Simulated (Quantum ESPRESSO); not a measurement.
# TaN(001), stepped through the number of layers, part 4 of 7

Wanted: a table for TaN(001) against the number of layers, and what can be fitted to it.

Quantum ESPRESSO 7.5; plane-wave DFT, PBE, GBRV ultrasoft pseudopotentials.

So far. Step 2 (Relaxing cell and ions of the reference):  The last row is no step: it is a fresh SCF in the final cell with a new plane-wave basis, +0 meV from the row before. Step 4 (Relaxation with pw.x, 3 layers): The relaxation lowers the energy by 68 meV an atom.

## (5) SCF with pw.x, 3 layers

A run under open boundaries on these atoms gives the vacuum levels.

Contents of m0.esm.in:

```
&control
  prefix = 'm0.esm'
  outdir = './out'
  pseudo_dir = './pseudo'
  calculation = 'scf'
  tprnfor = .true.
/
&system
  ibrav = 0
  nat = 6
  ntyp = 2
  ecutwfc = 40
  ecutrho = 200
  occupations = 'smearing'
  smearing = 'mv'
  degauss = 0.02
  assume_isolated = 'esm'
  esm_bc = 'bc1'
/
&electrons
  conv_thr = 1e-08
  mixing_beta = 0.25
  electron_maxstep = 160
  mixing_mode = 'local-TF'
  mixing_ndim = 12
/
ATOMIC_SPECIES
  Ta  180.9479  ta_pbe_v1.uspp.F.UPF
  N   14.0070  n_pbe_v1.2.uspp.F.UPF
CELL_PARAMETERS angstrom
  3.12077658300000 0.00000000000000 0.00000000000000
  0.00000000000000 3.12077658300000 0.00000000000000
  0.00000000000000 0.00000000000000 20.41824886488236
ATOMIC_POSITIONS crystal
  Ta  0.000000000000 0.000000000000 -0.102807785700
  N   0.500000000000 0.500000000000 -0.115634898800
  Ta  0.500000000000 0.500000000000 0.000000000000
  N   0.000000000000 0.000000000000 0.000000000000
  Ta  0.000000000000 0.000000000000 0.102807785700
  N   0.500000000000 0.500000000000 0.115634898800
K_POINTS automatic
  12 12 1 0 0 0
```

Command:

```console
$ OMP_NUM_THREADS=1 mpirun -n 4 pw.x -nk 4 -in m0.esm.in > m0.esm.out
```

Log:

```text
[banner, memory and clock lines left out]
Program PWSCF v.7.5 starts
[citation notice left out]

[...]
Message from routine setup:
[...]
bravais-lattice index     =            0
     lattice parameter (alat)  =       5.8974  a.u.
     unit-cell volume          =    1341.9627 (a.u.)^3
     number of atoms/cell      =            6
     number of atomic types    =            2
     number of electrons       =        54.00
     number of Kohn-Sham states=           32
     kinetic-energy cutoff     =      40.0000  Ry
     charge density cutoff     =     200.0000  Ry
     scf convergence threshold =      1.0E-08
     mixing beta               =       0.2500
     number of iterations used =           12  local-TF  mixing
     Exchange-correlation= SLA  PW   PBE  PBE
                           (   1   4   3   4   0   0   0)

     Effective Screening Medium Method
     Boundary Conditions: Vacuum-Slab-Vacuum
     total charge in unit cell        =   0.0000
     grid points for fit at edges     =        4

[...]
PseudoPot. # 1 for Ta read from file:
     ./pseudo/ta_pbe_v1.uspp.F.UPF
     Pseudo is Ultrasoft + core correction, Zval = 13.0
     Generated by new atomic code, or converted to UPF format
     Using radial grid of  921 points,  7 beta functions with:
                l(1) =   0
                l(2) =   0
                l(3) =   1
                l(4) =   1
                l(5) =   2
                l(6) =   2
                l(7) =   3
     Q(r) pseudized with  6 coefficients,  rinner =    1.300   1.300   1.300
                                                       1.300   1.300   1.300
                                                       1.300

     PseudoPot. # 2 for N  read from file:
     ./pseudo/n_pbe_v1.2.uspp.F.UPF
     Pseudo is Ultrasoft + core correction, Zval =  5.0
     Generated by new atomic code, or converted to UPF format
     Using radial grid of  729 points,  4 beta functions with:
                l(1) =   0
                l(2) =   0
                l(3) =   1
                l(4) =   1
     Q(r) pseudized with  8 coefficients,  rinner =    0.900   0.900   0.900

     atomic species   valence    mass     pseudopotential
     Ta               13.00   180.94790     Ta( 1.00)
     N                 5.00    14.00700     N ( 1.00)

     16 Sym. Ops., with inversion, found

[...]
number of k points=    28  Marzari-Vanderbilt smearing, width (Ry)=  0.0200
[...]
Dense  grid:    64141 G-vectors     FFT dimensions: (  27,  27, 180)

     Smooth grid:    45855 G-vectors     FFT dimensions: (  24,  24, 160)

     Initial potential from superposition of free atoms

     starting charge      53.9966, renormalised to      54.0000

     negative rho (up, down):  2.837E-01 0.000E+00
     Starting wfcs are   51 randomized atomic wfcs

     per-process dynamical memory:    73.4 Mb

     Self-consistent Calculation

     iteration #  1     ecut=    40.00 Ry     beta= 0.25
     Davidson diagonalization with overlap
     ethr =  1.00E-02,  avg # of iterations =  2.0

     negative rho (up, down):  2.839E-01 0.000E+00

     total energy              =    -486.33300634 Ry
     estimated scf accuracy    <       1.90694165 Ry

     iteration #  2     ecut=    40.00 Ry     beta= 0.25
[...]
negative rho (up, down):  2.880E-01 0.000E+00

[...]
total energy              =    -485.69144607 Ry
     estimated scf accuracy    <       1.27665308 Ry

     iteration #  3     ecut=    40.00 Ry     beta= 0.25
[...]
negative rho (up, down):  2.880E-01 0.000E+00

[...]
total energy              =    -486.04024903 Ry
     estimated scf accuracy    <       0.68032186 Ry

     iteration #  4     ecut=    40.00 Ry     beta= 0.25
[...]
negative rho (up, down):  2.885E-01 0.000E+00

[...]
total energy              =    -486.66368865 Ry
     estimated scf accuracy    <       1.06935778 Ry

     iteration #  5     ecut=    40.00 Ry     beta= 0.25
[...]
negative rho (up, down):  2.942E-01 0.000E+00

[...]
total energy              =    -486.49895421 Ry
     estimated scf accuracy    <       1.17661716 Ry

     iteration #  6     ecut=    40.00 Ry     beta= 0.25
[...]
negative rho (up, down):  2.928E-01 0.000E+00

[...]
total energy              =    -486.05731484 Ry
     estimated scf accuracy    <       0.81859476 Ry

[...]
iteration # 42     ecut=    40.00 Ry     beta= 0.25
[...]
negative rho (up, down):  2.972E-01 0.000E+00

[...]
total energy              =    -486.31906147 Ry
     estimated scf accuracy    <       0.00000004 Ry

     iteration # 43     ecut=    40.00 Ry     beta= 0.25
[...]
negative rho (up, down):  2.972E-01 0.000E+00

[...]
total energy              =    -486.31906093 Ry
     estimated scf accuracy    <       0.00000003 Ry

     iteration # 44     ecut=    40.00 Ry     beta= 0.25
[...]
negative rho (up, down):  2.972E-01 0.000E+00

[...]
total energy              =    -486.31906161 Ry
     estimated scf accuracy    <       0.00000005 Ry

     iteration # 45     ecut=    40.00 Ry     beta= 0.25
[...]
negative rho (up, down):  2.972E-01 0.000E+00

[...]
End of self-consistent calculation

          k = 0.0000 0.0000 0.0000 (  5673 PWs)   bands (ev):

   -73.0080 -73.0049 -72.6319 -39.7556 -39.6578 -39.3637 -39.3637 -39.2977
   -39.2977 -39.0503 -39.0503 -38.9914 -21.7528 -20.1289 -20.0096 -10.8836
    -9.2940  -8.5158  -8.5158  -8.4425  -8.2555  -7.0003  -6.9419  -6.9419
    -6.7478  -6.7478  -5.6214  -4.7377  -4.7377  -3.9751  -3.0753  -2.2139

          k = 0.0000 0.0833 0.0000 (  5704 PWs)   bands (ev):

   -73.0067 -73.0038 -72.6309 -39.7483 -39.6704 -39.3842 -39.3568 -39.3386
   -39.2943 -39.0753 -39.0500 -38.9817 -21.6546 -20.0407 -19.9160 -10.9324
    -9.6074  -9.0197  -8.7896  -8.3180  -8.0412  -7.8105  -7.2717  -7.0809
    -6.9549  -6.2124  -5.2175  -4.7335  -4.6651  -3.9284  -2.7451  -2.1420

[...]
the Fermi energy is    -3.4501 ev

!    total energy              =    -486.31905901 Ry
     estimated scf accuracy    <          1.4E-09 Ry
     smearing contrib. (-TS)   =      -0.00242121 Ry
     internal energy E=F+TS    =    -486.31663780 Ry

     The total energy is F=E-TS. E is the sum of the following terms:
     one-electron contribution =    4175.01763466 Ry
     hartree contribution      =   -2100.51839410 Ry
     xc contribution           =    -142.87492028 Ry
     ewald contribution        =   -2417.94095808 Ry

     convergence has been achieved in  45 iterations

     negative rho (up, down):  2.972E-01 0.000E+00

     Forces acting on atoms (cartesian axes, Ry/au):

     atom    1 type  1   force =     0.00000000    0.00000000   -0.00062464
     atom    2 type  2   force =     0.00000000    0.00000000    0.00026470
     atom    3 type  1   force =     0.00000000    0.00000000    0.00000000
     atom    4 type  2   force =     0.00000000    0.00000000    0.00000000
     atom    5 type  1   force =     0.00000000    0.00000000    0.00062464
     atom    6 type  2   force =     0.00000000    0.00000000   -0.00026470

     Total force =     0.000959     Total SCF correction =     0.000090

[...]
```

The job ended after 2.5 min (4 MPI ranks of Arm Neoverse V1, shared host; peak memory 0.76 GiB; 10 min of CPU time).

Numbers from this step:

| Property | Result |
| --- | --- |
| free energy | -6616.7079 eV |
| Fermi energy | -3.450 eV |
| vacuum line at the lower end of the cell, over the Fermi level | 3.450 eV |
| vacuum line at the upper end of the cell, over the Fermi level | 3.450 eV |

Electrostatic potential energy of an electron; zero at the Fermi level. The potential energy, planar mean by z:

| z (Å) | potential energy, planar mean (eV) |
| --- | --- |
| -10.0 | 3.45 |
| -9.5 | 3.45 |
| -9.0 | 3.45 |
| -8.5 | 3.45 |
| -8.0 | 3.45 |
| -7.5 | 3.45 |
| -7.0 | 3.45 |
| -6.5 | 3.45 |
| -6.0 | 3.44 |
| -5.5 | 3.42 |
| -5.0 | 3.36 |
| -4.5 | 3.20 |
| -4.0 | 2.73 |
| -3.5 | 1.21 |
| -3.0 | -4.14 |
| -2.5 | -15.1 |
| -2.0 | -12.1 |
| -1.5 | -7.23 |
| -1.0 | -5.00 |
| -0.5 | -9.78 |
| 0.0 | -17.0 |
| 0.5 | -9.78 |
| 1.0 | -5.00 |
| 1.5 | -7.23 |
| 2.0 | -12.1 |
| 2.5 | -15.1 |
| 3.0 | -4.14 |
| 3.5 | 1.21 |
| 4.0 | 2.73 |
| 4.5 | 3.20 |
| 5.0 | 3.36 |
| 5.5 | 3.42 |
| 6.0 | 3.44 |
| 6.5 | 3.45 |
| 7.0 | 3.45 |
| 7.5 | 3.45 |
| 8.0 | 3.45 |
| 8.5 | 3.45 |
| 9.0 | 3.45 |
| 9.5 | 3.45 |
| 10.0 | 3.45 |

The vacuum levels are read from the outermost 0.7 Å of the cell on either side.

Inside the slab this potential holds the local part of the pseudopotentials, which can be repulsive at the nuclei; only its value in the vacuum has a meaning of its own.

(Part 4 of 7 ends here.)

[Logs are printed without paths, hosts, clocks, repeated set-up lines and the standing remarks that a program may print on its own settings, such as how far it seeks lower states.]

[Hosts, paths, dates, database ids (printed as entryN), source tags and the programs' standing remarks are cut or masked in the printed files.]

[Maps of the electrostatic potential energy from Ansatz leave out the sawtooth potential of an applied field or a dipole correction, so their vacuum need not be flat; planar profiles and work functions include it.]
